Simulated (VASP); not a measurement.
A run of VASP 6.6.1 is set up as follows.

File INCAR:

```
SYSTEM = Ga2O3
ALGO = Normal
EDIFF = 1E-7
EDIFFG = -0.02
ENCUT = 600
GGA = PE
IBRION = 2
ISIF = 3
ISMEAR = 0
KPAR = 4
LASPH = .True.
LCHARG = .False.
LREAL = .False.
LWAVE = .False.
NELM = 80
NSW = 60
PREC = Accurate
SIGMA = 0.02
```

KPOINTS

```
k-points
0
Gamma
  6 6 6
  0 0 0
```

Contents of POSCAR:

```
Ga2O3
1.0
    2.4869998300      1.4358700200      4.5258320900
   -2.4869998300      1.4358700200      4.5258320900
    0.0000000000     -2.8717400400      4.5258320900
Ga O
4 6
Direct
    0.6479040000      0.6479040000      0.6479040000
    0.8520960000      0.8520960000      0.8520960000
    0.1479040000      0.1479040000      0.1479040000
    0.3520960000      0.3520960000      0.3520960000
    0.4438545000      0.0561455000      0.7500000000
    0.9438545000      0.2500000000      0.5561455000
    0.0561455000      0.7500000000      0.4438545000
    0.7500000000      0.4438545000      0.0561455000
    0.2500000000      0.5561455000      0.9438545000
    0.5561455000      0.9438545000      0.2500000000
```

Potentials or basis: VASP PAW PBE potentials, release 64 (Ga_d, O).

Run with:

```console
$ cat potpaw_PBE.64/Ga_d/POTCAR potpaw_PBE.64/O/POTCAR > POTCAR
$ mpirun -np 4 vasp_std > vasp.out
```

Problem. Estimate the relaxed volume.

Solution. 10.10 Å³/atom.

Problem. Estimate the band gap on the k mesh.

Solution. 2.35 eV, indirect (least direct gap 2.58 eV).

Problem. Estimate the relaxed cell.

Solution. a = 5.405 Å, b = 5.405 Å, c = 5.405 Å, α = 55.87°, β = 55.87°, γ = 55.87°.

Problem. What does it give for the space group after relaxing (to 0.05 Å)?

Solution. R-3c (No. 167).

Final structure:
```
CELL_PARAMETERS angstrom
2.53216 1.46194 4.54604
-2.53216 1.46194 4.54604
0.00000 -2.92389 4.54604
ATOMIC_POSITIONS crystal
Ga 0.64407 0.64407 0.64407
Ga 0.85593 0.85593 0.85593
Ga 0.14407 0.14407 0.14407
Ga 0.35593 0.35593 0.35593
O 0.44702 0.05298 0.75000
O 0.94702 0.25000 0.55298
O 0.05298 0.75000 0.44702
O 0.75000 0.44702 0.05298
O 0.25000 0.55298 0.94702
O 0.55298 0.94702 0.25000
```

A k mesh can miss the band edges. A hybrid or GW would open this gap; PBE tends to underestimate it.
